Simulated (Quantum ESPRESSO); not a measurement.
Wanted: the native input for a Quantum ESPRESSO 7.5 run.

```yaml
Task: single point
Functional: PBE
Potentials_or_basis: SSSP 1.3 efficiency PBE
Cutoff: 816 eV
Density_cutoff: 5987 eV
k_mesh: 9 × 9 × 9
Occupations: fermi-dirac, width 0.05 eV
Spin: no spin polarisation
Hubbard_terms: Hf d U = 6 eV
Hubbard_projectors: ortho-atomic
Mixing_beta: 0.3
Most_SCF_iterations: 120
SCF_threshold: 6e-10 Ry
```

HfO2:

```
Hf O
1.0
     0.00000    2.55750    2.55750
     2.55750    0.00000    2.55750
     2.55750    2.55750    0.00000
Hf O
1 2
Direct
  0.00000 0.00000 0.00000
  0.75000 0.75000 0.75000
  0.25000 0.25000 0.25000
```

Measurements of this composition are mostly on another form, of space group No. 14.

One way to write it, as run:

pw.in

```
&CONTROL
  calculation = 'scf'
  prefix = 'pwscf'
  outdir = './tmp'
  pseudo_dir = './pseudo'
  tprnfor = .true.
  tstress = .true.
  disk_io = 'nowf'
/
&SYSTEM
  ibrav = 0
  A = 3.61685119
  nat = 3
  ntyp = 2
  ecutwfc = 60
  ecutrho = 440
  nbnd = 22
  occupations = 'smearing'
  smearing = 'fd'
  degauss = 0.00367493
/
&ELECTRONS
  conv_thr = 6d-10
  electron_maxstep = 120
  mixing_beta = 0.3
/
ATOMIC_SPECIES
Hf   178.4900 Hf-sp.oncvpsp.upf
O     15.9990 O.pbe-n-kjpaw_psl.0.1.UPF
CELL_PARAMETERS alat
   0.0000000000    0.7071067804    0.7071067804
   0.7071067804    0.0000000000    0.7071067804
   0.7071067804    0.7071067804    0.0000000000
ATOMIC_POSITIONS alat
Hf     0.0000000000    0.0000000000    0.0000000000
O      1.0606601705    1.0606601705    1.0606601705
O      0.3535533902    0.3535533902    0.3535533902
K_POINTS automatic
9 9 9 0 0 0
HUBBARD {ortho-atomic}
U Hf-5d 6.0
```

Potentials or basis: SSSP 1.3 efficiency PBE.

Run with:

```sh
$ OMP_NUM_THREADS=1 pw.x -in pw.in > pw.out
```

It gave:

```json
{
 "Pressure": "4.5 GPa",
 "Band gap on the k mesh": "4.95 eV, indirect (least direct gap 5.05 eV)"
}
```

Caveat: spin-orbit coupling is left out, which moves the levels of the heavy elements; an odd mesh through Γ misses points on the zone boundary, where band edges often lie.

It took 34 s on 1 thread of Arm Neoverse V1, on a shared host, peak memory 0.12 GiB.
